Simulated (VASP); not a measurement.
# Sb (R-3m) in VASP: relaxation of cell and atoms with PBE+D3(BJ)

Aim: the relaxation of cell and atoms of Sb with PBE+D3(BJ).

Program: VASP 6.6.1. These are calculated values, not measurements. Logs are shortened: lines on timing, memory, paths and dates and some standing lists are left out, and cuts for length are marked.

**1. The crystal as given**

The structure is trigonal, space group R-3m (No. 166). The conventional cell has a = 4.326 Å, b = 4.326 Å, c = 11.016 Å, α = 90.00°, β = 90.00°, γ = 120.00°. Around Sb (site symmetry 3m) lie 6 Sb at 2.93 to 3.28 Å.

The cell was built by a generator and needn't be a form met in nature.

**2. Relaxation of cell and atoms, PBE+D3(BJ)**

INCAR reads:

```
SYSTEM = Sb
ALGO = Normal
EDIFF = 1E-7
EDIFFG = -0.005
ENCUT = 600
GGA = PE
IBRION = 2
ISIF = 3
ISMEAR = 0
IVDW = 12
LASPH = .True.
LCHARG = .False.
LREAL = .False.
LWAVE = .False.
NELM = 80
NSW = 90
PREC = Accurate
SIGMA = 0.03
```

KPOINTS reads:

```
k-points
0
Gamma
  9 9 7
  0 0 0
```

POSCAR reads:

```
Sb                                      
1.0
    2.1627942591      1.2486898518      3.6719569070
   -2.1627942591      1.2486898518      3.6719569070
   -0.0000000000     -2.4973796940      3.6719569071
  Sb            
     2
Direct
     0.2365969974061598    0.2365969974061598    0.2365969974061538
     0.7634030025938403    0.7634030025938403    0.7634030025938462
```

Potentials or basis: VASP PAW PBE potentials, release 64 (Sb).

On the command line:

```bash
cat potpaw_PBE.64/Sb/POTCAR > POTCAR
mpirun -np 1 vasp_std > vasp.out
```

OUTCAR:

```text
SYSTEM = Sb
   EDIFF = 1E-7
   EDIFFG = -0.005
   ENCUT = 600
   GGA = PE
   IBRION = 2
   ISIF = 3
   ISMEAR = 0
   IVDW = 12
   LASPH = .True.
   LREAL = .False.
   NELM = 80
   NSW = 90
   PREC = Accurate
 IVDW          = 12

 ion  position               nearest neighbor table
   1  0.237  0.237  0.237-   2 2.93   2 2.93   2 2.93   2 3.28   2 3.28   2 3.28
   2  0.763  0.763  0.763-   1 2.93   1 2.93   1 2.93   1 3.28   1 3.28   1 3.28

  LATTYP: Found a trigonal (rhomboedric) cell.
 ALAT       =     4.4407401275
 COS(alpha) =     0.5255945227

  Lattice vectors:

 A1 = (   2.1627942591,   1.2486898518,   3.6719569070)
 A2 = (  -2.1627942591,   1.2486898518,   3.6719569070)
 A3 = (   0.0000000000,  -2.4973796940,   3.6719569071)

Analysis of symmetry for initial positions (statically):
=====================================================================
 Subroutine PRICEL returns:
 Original cell was already a primitive cell.

 Routine SETGRP: Setting up the symmetry group for a
 trigonal (rhombohedral) supercell.

 Subroutine GETGRP returns: Found 12 space group operations
 (whereof 12 operations were pure point group operations)
 out of a pool of 12 trial point group operations.

The static configuration has the point symmetry D_3d.

Analysis of symmetry for dynamics (positions and initial velocities):
=====================================================================
 Subroutine PRICEL returns:
 Original cell was already a primitive cell.

 Routine SETGRP: Setting up the symmetry group for a
 trigonal (rhombohedral) supercell.

 Subroutine GETGRP returns: Found 12 space group operations
 (whereof 12 operations were pure point group operations)
 out of a pool of 12 trial point group operations.

The dynamic configuration has the point symmetry D_3d.

 Subroutine INISYM returns: Found 12 space group operations
 (whereof 12 operations are pure point group operations),
 and found     1 'primitive' translations

----------------------------------------------------------------------------------------

                                     Primitive cell

  volume of cell :      59.5002

  direct lattice vectors                    reciprocal lattice vectors
     2.162794259  1.248689852  3.671956907     0.231182415  0.133473229  0.090778117
    -2.162794259  1.248689852  3.671956907    -0.231182415  0.133473229  0.090778117
     0.000000000 -2.497379694  3.671956907     0.000000000 -0.266946459  0.090778117

  length of vectors
     4.440740128  4.440740128  4.440740126     0.281959356  0.281959356  0.281959356

  position of ions in fractional coordinates (direct lattice)
     0.236596997  0.236596997  0.236596997
     0.763403003  0.763403003  0.763403003

  ion indices of the primitive-cell ions
   primitive index   ion index
                 1           1
                 2           2

----------------------------------------------------------------------------------------

 KPOINTS: k-points

Automatic generation of k-mesh.
 Grid dimensions read from file:
 generate k-points for:    9    9    7

 Generating k-lattice:

  Cartesian coordinates                     Fractional coordinates (reciprocal lattice)
     0.025686935  0.014830359  0.010086457     0.111111111  0.000000000  0.000000000
    -0.025686935  0.014830359  0.010086457     0.000000000  0.111111111  0.000000000
     0.000000000 -0.038135208  0.012968302    -0.000000000 -0.000000000  0.142857143

  Length of vectors
     0.031328817  0.031328817  0.040279908

  Shift w.r.t. Gamma in fractional coordinates (k-lattice)
     0.000000000  0.000000000  0.000000000

 -----------------------------------------------------------------------------
|                                                                             |
|           W    W    AA    RRRRR   N    N  II  N    N   GGGG   !!!           |
|           W    W   A  A   R    R  NN   N  II  NN   N  G    G  !!!           |
|           W    W  A    A  R    R  N N  N  II  N N  N  G       !!!           |
|           W WW W  AAAAAA  RRRRR   N  N N  II  N  N N  G  GGG   !            |
|           WW  WW  A    A  R   R   N   NN  II  N   NN  G    G                |
|           W    W  A    A  R    R  N    N  II  N    N   GGGG   !!!           |
|                                                                             |
|     Your reciprocal lattice and k-lattice belong to different lattice       |
|     classes:                                                                |
|                                                                             |
|        The reciprocal lattice is rhombohedral (trigonal),                   |
|        whereas your k-lattice is base-centered monoclinic.                  |
|                                                                             |
|     Results are often still useful ...                                      |
|                                                                             |
[... 44 lines left out ...]
   NGXF,Y,Z  is equivalent  to a cutoff of  26.95, 26.95, 26.95 a.u.
 SYSTEM =  Sb
   PREC   = accura    normal or accurate (medium, high low for compatibility)
   ISTART =      0    job   : 0-new  1-cont  2-samecut
   ICHARG =      2    charge: 1-file 2-atom 10-const
   ISPIN  =      1    spin polarized calculation?
   LNONCOLLINEAR =      F non collinear calculations
   LSORBIT =      F    spin-orbit coupling
   LASPH  =      T    aspherical Exc in radial PAW
   ENCUT  =  600.0 eV  44.10 Ry    6.64 a.u.   8.87  8.87  8.87*2*pi/ulx,y,z
   NELM   =     80;   NELMIN=  2; NELMDL= -5     # of ELM steps
   EDIFF  = 0.1E-06   stopping-criterion for ELM
   LREAL  =      F    real-space projection
   EDIFFG = -.5E-02   stopping-criterion for IOM
   NSW    =     90    number of steps for IOM
   IBRION =      2    ionic relax: 0-MD 1-quasi-New 2-CG
   NFREE  =      1    steps in history (QN), initial steepest desc. (CG)
   ISIF   =      3    stress and relaxation
   ISYM   =      2    0-nonsym 1-usesym 2-fastsym
   POTIM  = 0.5000    time-step for ionic-motion
   TEBEG  =    0.0;   TEEND  =   0.0 temperature during run
   PSTRESS=    0.0 pullay stress
   NELECT =      10.0000    total number of electrons
   NUPDOWN=      -1.0000    fix difference up-down
   EMIN   =  10.00;   EMAX   =-10.00  energy-range for DOS
   EFERMI =   0.00;   METHOD = LEGACY
   ISMEAR =     0;   SIGMA  =   0.03  broadening in eV -4-tet -1-fermi 0-gaus
   EFERMI_NEDOS =   21; number of points for ismear=-14 and -15
   IALGO  =     38    algorithm
   IMIX   =      4    mixing-type and parameters
     AMIX     =   0.40;   BMIX     =  1.00
     AMIX_MAG =   1.60;   BMIX_MAG =  1.00
  volume/ion in A,a.u.               =      29.75       200.76
  Fermi-wavevector in a.u.,A,eV,Ry     =   0.903446  1.707264 11.105263  0.816214
  Thomas-Fermi vector in A             =   2.026772
   LORBIT       =      0    0 simple, 1 ext, 2 COOP (PROOUT), +10 PAW based schemes
   GGA     = PE    functional components
   LHFCALC =     F    Hartree Fock is set to
   AEXX    =    0.0000 exact exchange contribution
   IVDW    =    12    specifies the selected vdW correction
   LEPSILON=     F    determine dielectric tensor
   LRPA    =     F    only Hartree local field effects (RPA)
 conjugate gradient relaxation of ions
 non-spin polarized calculation
 Gauss-broadening in eV      SIGMA  =   0.03
  energy-cutoff  :      600.00
  volume of cell :       59.50
 maximum number of plane-waves:      2006
   NGX = 17   NGY = 17   NGZ = 17

--------------------------------------- Ionic step        1  -------------------------------------------

 number of electron      10.0000000 magnetization

 Free energy of the ion-electron system (eV)
  ---------------------------------------------------
  ext. energy  EPLUGINS =         0.00000000
  ---------------------------------------------------
  free energy    TOTEN  =        -8.24123721 eV

  energy without entropy =       -8.24106849  energy(sigma->0) =       -8.24115285

------------------------ aborting loop because EDIFF is reached ----------------------------------------

 Edisp (eV)   -0.96015

 E8    (eV) :    -0.4480

  FORCE on cell =-STRESS in cart. coord.  units (eV):
  Direction    XX          YY          ZZ          XY          YZ          ZX
  --------------------------------------------------------------------------------------
  -------------------------------------------------------------------------------------
  Total      -0.00397    -0.00397     0.00072     0.00000     0.00000     0.00000
  in kB      -0.10703    -0.10703     0.01926     0.00000     0.00000     0.00000
  external pressure =       -0.06 kB  Pullay stress =        0.00 kB

 VOLUME and BASIS-vectors are now :
 -----------------------------------------------------------------------------
  energy-cutoff  :      600.00
  volume of cell :       59.50
      direct lattice vectors                 reciprocal lattice vectors
     2.162794259  1.248689852  3.671956907     0.231182415  0.133473229  0.090778117
    -2.162794259  1.248689852  3.671956907    -0.231182415  0.133473229  0.090778117
     0.000000000 -2.497379694  3.671956907     0.000000000 -0.266946459  0.090778117

 POSITION                                       TOTAL-FORCE (eV/Angst)
 -----------------------------------------------------------------------------------
      0.00000      0.00000      2.60632         0.000000      0.000000      0.007669
      0.00000      0.00000      8.40955         0.000000     -0.000000     -0.007669
 -----------------------------------------------------------------------------------
    total drift:                                0.000000     -0.000000      0.000000

  FREE ENERGIE OF THE ION-ELECTRON SYSTEM (eV)
  ---------------------------------------------------
  free  energy   TOTEN  =        -9.2013903929 eV

  energy  without entropy=       -9.2012216714  energy(sigma->0) =       -9.20130603

--------------------------------------- Ionic step        2  -------------------------------------------

 number of electron      10.0000000 magnetization

 Free energy of the ion-electron system (eV)
  ---------------------------------------------------
  ext. energy  EPLUGINS =         0.00000000
  ---------------------------------------------------
  free energy    TOTEN  =        -8.24107095 eV

  energy without entropy =       -8.24090218  energy(sigma->0) =       -8.24098656

 E-fermi :   7.3964     XC(G=0):  -9.6090

 val. band max:        7.3610864709   @ k =   0.4444   0.4444   0.4286
 cond. band min:       7.3982904356   @ k =   0.3333   0.1111   0.1429
 fundamental gap:      0.0372039648
 Fermi energy:         7.3964489601

 k-point     1 :       0.0000    0.0000    0.0000
  band No.  band energies     occupation
      1      -5.3114      2.00000
      2       2.7494      2.00000
      3       5.4665      2.00000
      4       5.6032      2.00000
      5       5.6032      2.00000
      6       9.8171      0.00000
      7      10.2759      0.00000
      8      10.2759      0.00000
      9      12.3542      0.00000
[... 265 lines left out ...]
 k-point    24 :       0.4444    0.4444    0.0000
  band No.  band energies     occupation
      1      -3.0402      2.00000
      2      -0.3425      2.00000
      3       2.0325      2.00000
      4       3.7069      2.00000
      5       3.7373      2.00000
      6       9.1050      0.00000
      7      12.4151      0.00000
      8      12.7931      0.00000
      9      14.1045      0.00000

 [... further k-points ...]

------------------------ aborting loop because EDIFF is reached ----------------------------------------

 Edisp (eV)   -0.96032

 E8    (eV) :    -0.4480

  FORCE on cell =-STRESS in cart. coord.  units (eV):
  Direction    XX          YY          ZZ          XY          YZ          ZX
  --------------------------------------------------------------------------------------
  -------------------------------------------------------------------------------------
  Total      -0.00225    -0.00225    -0.00219     0.00000    -0.00000     0.00000
  in kB      -0.06070    -0.06070    -0.05908     0.00000    -0.00000     0.00000
  external pressure =       -0.06 kB  Pullay stress =        0.00 kB

 VOLUME and BASIS-vectors are now :
 -----------------------------------------------------------------------------
  energy-cutoff  :      600.00
  volume of cell :       59.49
      direct lattice vectors                 reciprocal lattice vectors
     2.162586906  1.248570136  3.672020248     0.231204581  0.133486027  0.090776551
    -2.162586906  1.248570136  3.672020248    -0.231204581  0.133486027  0.090776551
     0.000000000 -2.497140263  3.672020248     0.000000000 -0.266972054  0.090776551

 POSITION                                       TOTAL-FORCE (eV/Angst)
 -----------------------------------------------------------------------------------
      0.00000      0.00000      2.60674         0.000000      0.000000      0.004891
      0.00000      0.00000      8.40932         0.000000     -0.000000     -0.004891
 -----------------------------------------------------------------------------------
    total drift:                               -0.000000      0.000000     -0.000000

  FREE ENERGIE OF THE ION-ELECTRON SYSTEM (eV)
  ---------------------------------------------------
  free  energy   TOTEN  =        -9.2013954957 eV

  energy  without entropy=       -9.2012267231  energy(sigma->0) =       -9.20131111

 reached required accuracy - stopping structural energy minimisation
```

It took 80 s on 1 thread of Intel Xeon Platinum 8259CL at 2.50GHz (Skylake/Cascade Lake), shared host; peak memory 0.28 GiB.

Results:

| Property | Result |
| --- | --- |
| Free energy | -9.2014 eV |
| Relaxed volume | 29.74 Å³/atom |
| Relaxed cell | a = 4.441 Å, b = 4.441 Å, c = 4.441 Å, α = 58.29°, β = 58.29°, γ = 58.29° |
| Space group after relaxing (to 0.05 Å) | R-3m (No. 166) |
| Energy gained by relaxing | 0.0 meV/atom |
| Ionic steps | 2 |
| Pressure after relaxing | 0.0 GPa |
| Largest force after relaxing | 0.005 eV/Å |
| Band gap on the k mesh | none (metal or under the smearing width) |
| Dispersion energy per atom | -0.480 eV |

Forces on the atoms (eV/Å):
```
Sb   0.000  0.000  0.005
Sb   0.000  0.000 -0.005
```

Final structure:
```yaml
crystal:
  lattice:
    - [2.16259, 1.24857, 3.67202]
    - [-2.16259, 1.24857, 3.67202]
    - [0.00000, -2.49714, 3.67202]
  atoms:
    - { symbol: Sb, position: [0.23663, 0.23663, 0.23663] }
    - { symbol: Sb, position: [0.76337, 0.76337, 0.76337] }
```

Levels at points of the mesh, in eV from the Fermi level:
```csv
k point,band 1,band 2,band 3,band 4,band 5,band 6,band 7,band 8,band 9
"(0.00, 0.00, 0.00)",-12.71,-4.65,-1.93,-1.79,-1.79,2.42,2.88,2.88,4.96
```

Caveat: pairwise dispersion overbinds metals, which lowers pressure and volume. The run has no spin-orbit coupling, so splittings on Sb are missing.
